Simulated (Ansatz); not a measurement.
# Ni: what SCF settings change, part 1 of 2

Which SCF settings change the result for Ni, and which only the effort? The default run comes first. System: Ni, the measured crystal structure (space group Fm-3m); the cell holds 1 atom. Source: COD entry 2102263; the sample's temperature and pressure aren't taken into account.

Computed with Ansatz 0.2.0 (DFT PBE, PAW, plane waves, scalar-relativistic, unless a step's input says otherwise).

## Step 1: Starting point

Symmetry: Fm-3m, No. 225, cubic system. The conventional cell has a = 3.544 Å, b = 3.544 Å, c = 3.544 Å, α = 90.00°, β = 90.00°, γ = 90.00°. Ni (site symmetry m-3m) is surrounded by 12 Ni at 2.51 Å.

As a file:

```
Ni
1.0
     0.00000    1.77195    1.77195
     1.77195    0.00000    1.77195
     1.77195    1.77195    0.00000
Ni
1
Direct
  0.00000 0.00000 0.00000
```

In tables a label like Ni1 counts atoms in the order of input.yaml; a structure file may count by element.

Changes shown after the default run: Methfessel–Paxton smearing, width 0.3 eV; Broyden, β 1.0, history 8, no preconditioner; Broyden, β 0.3, preconditioner LDOS; density-residual threshold 1e-11 eV; Broyden, β 0.5, history 8, no preconditioner; 1 band beyond the filled ones; Broyden, β 0.3, history 8, no preconditioner; direct minimisation; Fermi–Dirac width 0.01 eV, no switch to direct minimisation.

The search for lower states is off throughout, and inputs that name a mixer don't switch to direct minimisation unless they say so. Spin is collinear, with starting moments Ni1 2.00 μB. β is the mixing step of the charge; the magnetisation has a step of its own, which the program sets unless it is named.

## Step 2: Default SCF settings

File input.yaml:

```yaml
crystal:
  lattice:
    - [0.0, 1.77195, 1.77195]
    - [1.77195, 0.0, 1.77195]
    - [1.77195, 1.77195, 0.0]
  atoms:
    - { symbol: Ni, position: [0.0, 0.0, 0.0], spin: 2.0 }
magnetization:
  spin_polarized: true
hamiltonian:
  xc: pbe
  pseudopotentials: { kind: paw }
basis:
  ecutwfc: 420
kpoints:
  mp_grid: { grid: [12, 12, 12] }
scf:
  occupations: { method: fermi_dirac, width: 0.05 }
  lower_state_search: "off"
output:
  forces: true
  stress: true
```

Run with:

```
> ansatz run input.yaml --threads 2 --pin off --max-ram 5120MiB --backend cpu --events-out ev --progress --plain --runs-dir out
```

The log of the run, cut to the lines that bear on the results:

```text
[...]
Pseudopotentials: kind: paw
Pseudopotential: Ni, paw, valence charge 18, recommended cutoff 420 eV (normal), Ni.paw.azcp
Functional definition: PBE
[...]
Crystal: 1 atoms, lattice volume = 11.127 Å³
Basis set: ecut = 420 eV, 229 PW (Γ), exchange–correlation on 36×36×36 points (8 copies of the dense FFT grid, shifted against one another)
Bands: 14, of which v1, the nominal top of the filled ones, is band 9 counted from 1 (8 counted from 0)
Symmetry: 48 space group operations
Space group: Fm-3m (ITA 225), of the structure as read, at distance tolerance 2.2e-5 Å
Magnetic group: BNS 225.116 (UNI 1618), of the structure as read, at distance tolerance 2.2e-5 Å
k-points: 72 of 1728
[...]
Starting moments: Σ|m| = 2 μB on 1 of 1 site
[...]
SCF iter   1: F=—  HF=-5839.448776 eV  |F-HF|=—  |Δ(HF+E_count)|=         —  Δρ=1.24e-1 (↑1.11e-1 ↓1.24e-1)  dr2=1.15e-2  dr2_m=1.40e0  M=0.958 μB ∫|m|=1.059 μB  β_m=0.30  ethr=6.63e-5  ⟨swp⟩=1.0  Hψ=13788  notcnv=0
[...]
spin-set hold released at iteration 1 (the charge has settled, or the pull on large starting moments outlasts its swing): the magnetisation degrees of freedom join the quasi-Newton model from the next iteration; the mixer history was flushed
[...]
SCF iter  10: F=-5839.725060 eV  HF=-5839.725060 eV  |F-HF|=1.97e-9  |Δ(HF+E_count)|=   1.12e-8  Δρ=6.74e-6 (↑8.57e-7 ↓6.74e-6)  dr2=2.52e-9  dr2_m=1.27e-9  M=0.693 μB ∫|m|=0.791 μB  ethr=4.14e-10  ⟨swp⟩=2.5  Hψ=6203  notcnv=0
[...]
SCF converged after 10 iterations
Magnetization: 0.6930 μB (9.3465 up, 8.6535 down)
Absolute magnetization: 0.7922 μB (∫|ρ↑−ρ↓|, with the PAW one-centre terms)
Spin contamination: 0.0083 ħ² per cell (⟨S²⟩ above its minimum at these occupations)
Per-site moments (μB) at R_I (Å): [(0.7349095393574935, 1.03369023526189)]
Free energy (F): -5839.725060 eV
[...]
E sigma→0 (E₀):  -5839.718315 eV
Entropy (-TS):   -0.013489 eV (-13.489 meV/atom)
Fermi energy:    17.680171 eV
[...]
--- Forces (eV/Å), atoms counted from 1 ---
  atom   1  Ni    -0.00000000     0.00000000     0.00000000
[...]
--- Stress (GPa, compression-positive) ---
       -3.661090      -0.000000       0.000000
       -0.000000      -3.661090      -0.000000
       -0.000000       0.000000      -3.661090
  P = ⅓ Tr σ = -3.6611 GPa (-36.611 kbar)
```

Run time: 0.99 s. Hardware: 2 threads of Arm Neoverse V2, shared host; peak memory 0.25 GiB.

The reference: 10 iterations with the default settings (MSR1 mixing, preconditioner none); ferromagnetic, site moments Ni1 0.73 μB, total 0.69 μB per cell, no gap on the k-mesh.

## Step 3: Methfessel–Paxton smearing, width 0.3 eV

input.yaml: that of step 2 with these lines changed.

```diff
@@ -17,4 +17,5 @@
 scf:
-  occupations: { method: fermi_dirac, width: 0.05 }
+  occupations: { method: methfessel_paxton, width: 0.3 }
   lower_state_search: "off"
+  max_iter: 100
 output:
```

Run with:

```
> ansatz run input.yaml --threads 2 --pin off --max-ram 5120MiB --backend cpu --events-out ev --progress --plain --runs-dir out
```

The log of the run, cut to the lines that bear on the results:

```text
[... 19 lines as in an earlier run ...]
Starting moments: Σ|m| = 2 μB on 1 of 1 site
[... 2 lines as in an earlier run ...]
[...]
SCF iter   1: F=—  HF=-5839.441579 eV  |F-HF|=—  |Δ(HF+E_count)|=         —  Δρ=1.26e-1 (↑1.13e-1 ↓1.26e-1)  dr2=1.29e-2  dr2_m=1.45e0  M=0.942 μB ∫|m|=1.047 μB  β_m=0.30  ethr=7.42e-5  ⟨swp⟩=1.0  Hψ=12391  notcnv=0
[...]
[... 1 line as in an earlier run ...]
[...]
SCF iter   9: F=-5839.719054 eV  HF=-5839.719054 eV  |F-HF|=3.83e-10  |Δ(HF+E_count)|=   6.29e-9  S|Δr|=    0.00e0  Δρ=5.03e-6 (↑5.03e-6 ↓5.00e-6)  dr2=3.11e-11  dr2_m=2.52e-9  M=0.679 μB ∫|m|=0.778 μB  ethr=6.66e-11  ⟨swp⟩=2.0  Hψ=6027  notcnv=0
[...]
this state was not tested for a lower state beside it, because cold or Methfessel-Paxton smearing, or corrected tetrahedra, fill the levels in a way that the test cannot read (fill_not_monotonic; see scf.lower_state_search)
SCF converged after 9 iterations
Magnetization: 0.6791 μB (9.3395 up, 8.6605 down)
Absolute magnetization: 0.7786 μB (∫|ρ↑−ρ↓|, with the PAW one-centre terms)
Spin contamination: 0.0081 ħ² per cell (⟨S²⟩ above its minimum at these occupations)
Per-site moments (μB) at R_I (Å): [(0.7210151486269569, 1.03369023526189)]
Free energy (F): -5839.719054 eV
[...]
E sigma→0 (E₀):  -5839.717818 eV
Entropy (-TS):   -0.004945 eV (-4.945 meV/atom)
Fermi energy:    17.669371 eV
[...]
--- Forces (eV/Å), atoms counted from 1 ---
  atom   1  Ni    -0.00000000     0.00000000     0.00000000
[...]
--- Stress (GPa, compression-positive) ---
       -3.807312      -0.000000      -0.000000
        0.000000      -3.807312      -0.000000
        0.000000       0.000000      -3.807312
  P = ⅓ Tr σ = -3.8073 GPa (-38.073 kbar)
```

Run time: 0.9 s. Hardware: 2 threads of Arm Neoverse V2, shared host; peak memory 0.25 GiB.

Compared with step 2: free energy shifted by +6.0 meV/atom, zero-width estimate shifted by +0.5 meV/atom, pressure -3.8 GPa against -3.7; 9 iterations in place of 10.

## Step 4: Broyden, β 1.0, history 8, no preconditioner

input.yaml: that of step 3 with these lines changed.

```diff
@@ -17,5 +17,7 @@
 scf:
-  occupations: { method: methfessel_paxton, width: 0.3 }
+  occupations: { method: fermi_dirac, width: 0.05 }
   lower_state_search: "off"
+  algorithm: density_mixing
   max_iter: 100
+  mixing: { algorithm: broyden, ndim: 8, beta: 1.0, preconditioner: none }
 output:
```

Run with:

```
> ansatz run input.yaml --threads 2 --pin off --max-ram 5120MiB --backend cpu --events-out ev --progress --plain --runs-dir out
```

The log of the run, cut to the lines that bear on the results:

```text
[... 19 lines as in an earlier run ...]
Starting moments: Σ|m| = 2 μB on 1 of 1 site
[... 3 lines as in an earlier run ...]
SCF iter   1: F=—  HF=-5839.448776 eV  |F-HF|=—  |Δ(HF+E_count)|=         —  Δρ=1.24e-1 (↑1.11e-1 ↓1.24e-1)  dr2=1.15e-2  dr2_m=1.40e0  M=0.958 μB ∫|m|=1.059 μB  β_m=1.92  ethr=6.63e-5  ⟨swp⟩=1.0  Hψ=13788  notcnv=0
[...]
[... 1 line as in an earlier run ...]
[...]
SCF iter  13: F=-5839.725060 eV  HF=-5839.725060 eV  |F-HF|=2.14e-10  |Δ(HF+E_count)|=   2.67e-9  Δρ=2.17e-6 (↑1.70e-6 ↓2.17e-6)  dr2=5.37e-10  dr2_m=1.55e-10  M=0.693 μB ∫|m|=0.791 μB  ethr=1.77e-11  ⟨swp⟩=1.8  Hψ=5582  notcnv=0
[...]
this state was not tested for a lower state beside it, because the mixer in use, unlike msr1, does not test its closes by its own steps (another_mixer; see scf.mixing.algorithm and scf.lower_state_search)
SCF converged after 13 iterations
Magnetization: 0.6930 μB (9.3465 up, 8.6535 down)
Absolute magnetization: 0.7922 μB (∫|ρ↑−ρ↓|, with the PAW one-centre terms)
Spin contamination: 0.0083 ħ² per cell (⟨S²⟩ above its minimum at these occupations)
Per-site moments (μB) at R_I (Å): [(0.7349002256816816, 1.03369023526189)]
Free energy (F): -5839.725060 eV
[...]
E sigma→0 (E₀):  -5839.718315 eV
Entropy (-TS):   -0.013490 eV (-13.490 meV/atom)
Fermi energy:    17.680181 eV
[... 23 lines left out: energy terms, forces, stress ...]
```

It took 1.1 s on 2 threads of Arm Neoverse V2, shared host; peak memory 0.25 GiB.

13 iterations against 10; the same free energy.

## Step 5: Broyden, β 0.3, preconditioner LDOS

input.yaml: that of step 4 with these lines changed.

```diff
@@ -21,3 +21,3 @@
   max_iter: 100
-  mixing: { algorithm: broyden, ndim: 8, beta: 1.0, preconditioner: none }
+  mixing: { algorithm: broyden, beta: 0.3, preconditioner: ldos }
 output:
```

Run with:

```
> ansatz run input.yaml --threads 2 --pin off --max-ram 5120MiB --backend cpu --events-out ev --progress --plain --runs-dir out
```

The log of the run, cut to the lines that bear on the results:

```text
[... 19 lines as in an earlier run ...]
Starting moments: Σ|m| = 2 μB on 1 of 1 site
[... 2 lines as in an earlier run ...]
spin=Collinear: LDOS preconditioning applied to the charge; magnetization (m = ρ↑ − ρ↓) channel mixes plain (no charge-response kernel on spin).
[... 1 line as in an earlier run ...]
SCF iter   1: F=—  HF=-5839.448776 eV  |F-HF|=—  |Δ(HF+E_count)|=         —  Δρ=1.24e-1 (↑1.11e-1 ↓1.24e-1)  dr2=1.15e-2  dr2_m=1.40e0  M=0.958 μB ∫|m|=1.059 μB  β_m=0.57  ethr=6.63e-5  ⟨swp⟩=1.0  Hψ=13788  notcnv=0
[...]
[... 1 line as in an earlier run ...]
[...]
SCF iter  14: F=-5839.725060 eV  HF=-5839.725060 eV  |F-HF|=3.38e-10  |Δ(HF+E_count)|=   1.66e-7  Δρ=1.31e-6 (↑8.90e-7 ↓1.31e-6)  dr2=5.16e-11  dr2_m=7.53e-11  M=0.693 μB ∫|m|=0.791 μB  ethr=1.00e-12  ⟨swp⟩=3.3  Hψ=5344  notcnv=0
[...]
[... 1 line as in an earlier run ...]
SCF converged after 14 iterations
Magnetization: 0.6930 μB (9.3465 up, 8.6535 down)
Absolute magnetization: 0.7922 μB (∫|ρ↑−ρ↓|, with the PAW one-centre terms)
Spin contamination: 0.0083 ħ² per cell (⟨S²⟩ above its minimum at these occupations)
Per-site moments (μB) at R_I (Å): [(0.7349092315160706, 1.03369023526189)]
Free energy (F): -5839.725060 eV
[...]
E sigma→0 (E₀):  -5839.718315 eV
Entropy (-TS):   -0.013489 eV (-13.489 meV/atom)
Fermi energy:    17.680212 eV
[... 23 lines left out: energy terms, forces, stress ...]
```

It took 1.2 s on 2 threads of Arm Neoverse V2, shared host; peak memory 0.25 GiB.

It takes 14 iterations (default 10). Against the default run: the same free energy.

## Step 6: Density-residual threshold 1e-11 eV

input.yaml: that of step 5 with these lines changed.

```diff
@@ -19,5 +19,3 @@
   lower_state_search: "off"
-  algorithm: density_mixing
-  max_iter: 100
-  mixing: { algorithm: broyden, beta: 0.3, preconditioner: ldos }
+  convergence: { dr2_threshold: "1e-11 eV" }
 output:
```

Run with:

```
> ansatz run input.yaml --threads 2 --pin off --max-ram 5120MiB --backend cpu --events-out ev --progress --plain --runs-dir out
```

The log of the run, cut to the lines that bear on the results:

```text
[... 19 lines as in an earlier run ...]
Starting moments: Σ|m| = 2 μB on 1 of 1 site
[... 3 lines as in an earlier run ...]
SCF iter   1: F=—  HF=-5839.448776 eV  |F-HF|=—  |Δ(HF+E_count)|=         —  Δρ=1.24e-1 (↑1.11e-1 ↓1.24e-1)  dr2=1.15e-2  dr2_m=1.40e0  M=0.958 μB ∫|m|=1.059 μB  β_m=0.30  ethr=6.63e-5  ⟨swp⟩=1.0  Hψ=13788  notcnv=0
[...]
[... 1 line as in an earlier run ...]
[...]
SCF iter  12: F=-5839.725060 eV  HF=-5839.725060 eV  |F-HF|=1.82e-12  |Δ(HF+E_count)|=  4.55e-12  Δρ=4.34e-8 (↑4.34e-8 ↓2.99e-8)  dr2=1.53e-14  dr2_m=1.23e-13  M=0.693 μB ∫|m|=0.791 μB  ethr=1.00e-12  ⟨swp⟩=5.0  Hψ=7436  notcnv=0
[...]
SCF converged after 12 iterations
Magnetization: 0.6930 μB (9.3465 up, 8.6535 down)
Absolute magnetization: 0.7922 μB (∫|ρ↑−ρ↓|, with the PAW one-centre terms)
Spin contamination: 0.0083 ħ² per cell (⟨S²⟩ above its minimum at these occupations)
Per-site moments (μB) at R_I (Å): [(0.7349018396622988, 1.03369023526189)]
Free energy (F): -5839.725060 eV
[...]
E sigma→0 (E₀):  -5839.718315 eV
Entropy (-TS):   -0.013490 eV (-13.490 meV/atom)
Fermi energy:    17.680203 eV
[... 23 lines left out: energy terms, forces, stress ...]
```

Wall time 0.98 s (2 threads of Arm Neoverse V2, shared host); peak memory 0.25 GiB.

12 iterations against 10; the same free energy.

(Continued in part 2 of 2.)
